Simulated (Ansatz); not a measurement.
**A Ti vacancy in rutile TiO2, 71 atoms, charge 0**

Wanted: path and barrier of the jump (PBEsol).

Method: density functional theory in Ansatz 0.2.0, PAW datasets, plane waves.

**1. The starting cell**

71 atoms (23 Ti, 48 O); a = 9.183 Å, b = 9.183 Å, c = 8.817 Å, α = 90.00°, β = 90.00°, γ = 90.00°. All atoms were shaken off their sites by about 0.02 Å along each axis. Defect site 1: (0.500, 0.500, 0.333).

Plan of the steps: (2) PBEsol relaxation at the single k point (¼, ¼, ¼), on 1 × NVIDIA GB200 with 8 threads of Arm Neoverse-V2; (3) PBEsol band at the single k point (¼, ¼, ¼), on 1 × NVIDIA GB200 with 8 threads of Arm Neoverse-V2.

**2. PBEsol relaxation in the fixed cell**

in.yaml reads:

```yaml
crystal:
  lattice:
    - [9.182828, 0.000000, 0.000000]
    - [0.000000, 9.182828, 0.000000]
    - [0.000000, 0.000000, 8.816612]
  atoms:
    - { symbol: Ti, position: [0.997763, 0.996305, 0.003037] }
    - { symbol: Ti, position: [0.999253, 0.995381, 0.329691] }
    - { symbol: Ti, position: [0.001348, 0.997546, 0.665371] }
    - { symbol: Ti, position: [0.001807, 0.501893, 0.002373] }
    - { symbol: Ti, position: [0.002392, 0.500621, 0.330819] }
    - { symbol: Ti, position: [0.994849, 0.501236, 0.666303] }
    - { symbol: Ti, position: [0.497810, 0.998502, 0.996791] }
    - { symbol: Ti, position: [0.500410, 0.998280, 0.337097] }
    - { symbol: Ti, position: [0.500270, 0.999350, 0.667245] }
    - { symbol: Ti, position: [0.500123, 0.500557, 0.997620] }
    - { symbol: Ti, position: [0.502529, 0.499475, 0.667446] }
    - { symbol: Ti, position: [0.248305, 0.248249, 0.164030] }
    - { symbol: Ti, position: [0.252147, 0.250534, 0.498176] }
    - { symbol: Ti, position: [0.253003, 0.254417, 0.832934] }
    - { symbol: Ti, position: [0.249626, 0.751483, 0.165284] }
    - { symbol: Ti, position: [0.248273, 0.749367, 0.502150] }
    - { symbol: Ti, position: [0.248155, 0.750990, 0.832272] }
    - { symbol: Ti, position: [0.748738, 0.246485, 0.168576] }
    - { symbol: Ti, position: [0.752060, 0.250307, 0.502021] }
    - { symbol: Ti, position: [0.750546, 0.251400, 0.833702] }
    - { symbol: Ti, position: [0.749460, 0.752985, 0.166848] }
    - { symbol: Ti, position: [0.752889, 0.752365, 0.498558] }
    - { symbol: Ti, position: [0.752176, 0.751998, 0.835075] }
    - { symbol: O, position: [0.158865, 0.152557, 0.998152] }
    - { symbol: O, position: [0.153431, 0.152350, 0.336859] }
    - { symbol: O, position: [0.151289, 0.153900, 0.665917] }
    - { symbol: O, position: [0.150198, 0.653525, 0.003668] }
    - { symbol: O, position: [0.153341, 0.654163, 0.334490] }
    - { symbol: O, position: [0.150604, 0.649823, 0.665895] }
    - { symbol: O, position: [0.652649, 0.153950, 0.995833] }
    - { symbol: O, position: [0.649765, 0.152256, 0.332376] }
    - { symbol: O, position: [0.651524, 0.148641, 0.670731] }
    - { symbol: O, position: [0.651763, 0.650241, 0.000069] }
    - { symbol: O, position: [0.647230, 0.652534, 0.338564] }
    - { symbol: O, position: [0.648247, 0.650084, 0.663065] }
    - { symbol: O, position: [0.343188, 0.343004, 0.002086] }
    - { symbol: O, position: [0.348414, 0.347497, 0.332846] }
    - { symbol: O, position: [0.351135, 0.344446, 0.664877] }
    - { symbol: O, position: [0.348957, 0.847009, 0.999826] }
    - { symbol: O, position: [0.349473, 0.850050, 0.333686] }
    - { symbol: O, position: [0.349778, 0.846894, 0.667662] }
    - { symbol: O, position: [0.845247, 0.343673, 0.000857] }
    - { symbol: O, position: [0.846169, 0.346641, 0.333155] }
    - { symbol: O, position: [0.850365, 0.350108, 0.666180] }
    - { symbol: O, position: [0.848627, 0.850141, 0.998702] }
    - { symbol: O, position: [0.846687, 0.848106, 0.334179] }
    - { symbol: O, position: [0.850616, 0.849834, 0.668543] }
    - { symbol: O, position: [0.097275, 0.403313, 0.166563] }
    - { symbol: O, position: [0.098739, 0.404971, 0.501291] }
    - { symbol: O, position: [0.097095, 0.400783, 0.829934] }
    - { symbol: O, position: [0.096109, 0.899727, 0.168503] }
    - { symbol: O, position: [0.102362, 0.901905, 0.500483] }
    - { symbol: O, position: [0.093411, 0.901644, 0.832140] }
    - { symbol: O, position: [0.598355, 0.403458, 0.164909] }
    - { symbol: O, position: [0.595665, 0.405370, 0.499637] }
    - { symbol: O, position: [0.598312, 0.401686, 0.833155] }
    - { symbol: O, position: [0.596641, 0.901360, 0.169647] }
    - { symbol: O, position: [0.596002, 0.900183, 0.498250] }
    - { symbol: O, position: [0.596526, 0.902211, 0.835723] }
    - { symbol: O, position: [0.400884, 0.096246, 0.167615] }
    - { symbol: O, position: [0.399661, 0.098496, 0.501390] }
    - { symbol: O, position: [0.401811, 0.096130, 0.835635] }
    - { symbol: O, position: [0.402198, 0.597495, 0.167707] }
    - { symbol: O, position: [0.401267, 0.598788, 0.496983] }
    - { symbol: O, position: [0.400876, 0.600578, 0.834777] }
    - { symbol: O, position: [0.902927, 0.101442, 0.169819] }
    - { symbol: O, position: [0.899852, 0.097711, 0.500418] }
    - { symbol: O, position: [0.902151, 0.094416, 0.839419] }
    - { symbol: O, position: [0.904179, 0.595340, 0.167175] }
    - { symbol: O, position: [0.904712, 0.597027, 0.503399] }
    - { symbol: O, position: [0.902518, 0.598982, 0.832176] }
  symmetry: { detect: false }
kpoints:
  mp_grid: { grid: [1, 1, 1], shift: [0.25, 0.25, 0.25] }
hamiltonian:
  xc: pbesol
scf:
  occupations: { method: fermi_dirac, width: 0.01 }
relax:
  f_tol: 0.03
  max_steps: 80
  escape_saddle: false
  adjacent_minimum: "off"
output:
  forces: true
  eigenvalues: true
  populations: true
```

On the command line:

```
$ ansatz run in.yaml --threads 8 --pin off --max-ram 118750MiB --runs-dir r --events-out ev --progress --plain --backend cuda --devices 0, --max-vram 170GiB
```

After this run come: Nudged elastic band for the jump.

Before running it: what results should come out?

The runs gave:

```
             level         time
PBEsol, relaxation  6.9 s (GPU)
```

```
                   quantity                             value
                 relaxation  7 recorded steps, 2.96 eV gained
              largest shift                      0.24 Å (O55)
barrier forwards, backwards                     1.83, 1.83 eV
                       jump                      Ti by 2.73 Å
            band iterations                                30
```

**What this shows.** The run gives no gap: levels at the Fermi energy are partly filled. Relaxation gains 2.96 eV, with shifts up to 0.24 Å (O55). The PBEsol barrier is 1.83 eV forwards and 1.83 eV back, about 71 times kT at 300 K. The cell's size and k points aren't converged for it. The program's check left the order of the top open.
